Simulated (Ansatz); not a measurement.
## Harmonic thermodynamics of GaAs

These are results of DFT PBE, scalar-relativistic, plane waves, PAW (Ansatz), not measurements. Settings: 420 eV plane-wave cutoff, Γ-centred 6×6×10 mesh, Gaussian smearing of 0.01 eV. No spin polarisation. Phonons by linear response, acoustic sum rule imposed.

Equilibrium structure at this level:
```xyz
8
Lattice="7.0255 0.0000 0.0000 0.0000 7.0255 0.0000 0.0000 0.0000 4.0607" Properties=species:S:1:pos:R:3 pbc="T T T"
Ga    4.7495    4.7495    0.0000
Ga    5.7887    1.2368    2.0303
Ga    2.2760    2.2760    0.0000
Ga    1.2368    5.7887    2.0303
As    5.7485    5.7485    2.0303
As    4.7898    2.2357    0.0000
As    1.2770    1.2770    2.0303
As    2.2357    4.7898    0.0000
```

The cell was found from a structure generator's guess, not taken from experiment. The q mesh is coarse, so values between its points are rough.

Force constants from linear response on a 1×1×2 q mesh, interpolated to a fine mesh.

Phonon density of states, in bins of 5 cm⁻¹:
```
bin centre (cm⁻¹)  share of modes (%)
              2.5                 0.0
              7.5                 0.0
             12.5                 0.1
             17.5                 0.1
             22.5                 0.2
             27.5                 0.4
             32.5                 0.6
             37.5                 0.8
             42.5                 1.0
             47.5                 1.2
             52.5                 1.5
             57.5                 1.8
             62.5                 2.4
             67.5                 3.2
             72.5                 1.7
             77.5                 1.8
             82.5                 3.2
             87.5                 4.5
             92.5                 4.3
             97.5                 3.6
            102.5                 2.2
            107.5                 0.6
            112.5                 0.3
            117.5                 0.6
            122.5                 0.5
            127.5                 0.5
            132.5                 0.6
            137.5                 0.6
            142.5                 0.6
            147.5                 0.7
            152.5                 1.4
            157.5                 1.9
            162.5                 1.6
            167.5                 1.3
            172.5                 1.5
            177.5                 1.4
            182.5                 2.0
            187.5                 1.4
            192.5                 1.2
            197.5                 4.2
            202.5                 5.3
            207.5                 1.6
            212.5                 1.8
            217.5                 0.8
            222.5                 2.0
            227.5                 1.3
            232.5                 1.3
            237.5                 3.3
            242.5                 6.5
            247.5                 5.9
            252.5                 4.2
            257.5                 2.8
            262.5                 4.9
            267.5                 0.9
```

Q: Give the zero-point energy per atom.

A: 30.8 meV.

Q: How large are the vibrational entropy and heat capacity at 300 K?

A: S = 4.20 k_B and C_V = 2.82 k_B per atom, 94 % of the Dulong–Petit value.

Q: Tabulate them against temperature.

A:
```csv
T (K),F_vib (meV/atom),S (k_B/atom),C_V (k_B/atom)
100,25.7,1.49,1.89
200,5.5,3.09,2.62
300,-26.1,4.20,2.82
400,-66.0,5.02,2.90
500,-112.1,5.67,2.93
600,-163.4,6.21,2.95
700,-218.9,6.66,2.97
800,-278.0,7.06,2.97
900,-340.4,7.41,2.98
1000,-405.6,7.72,2.98
```
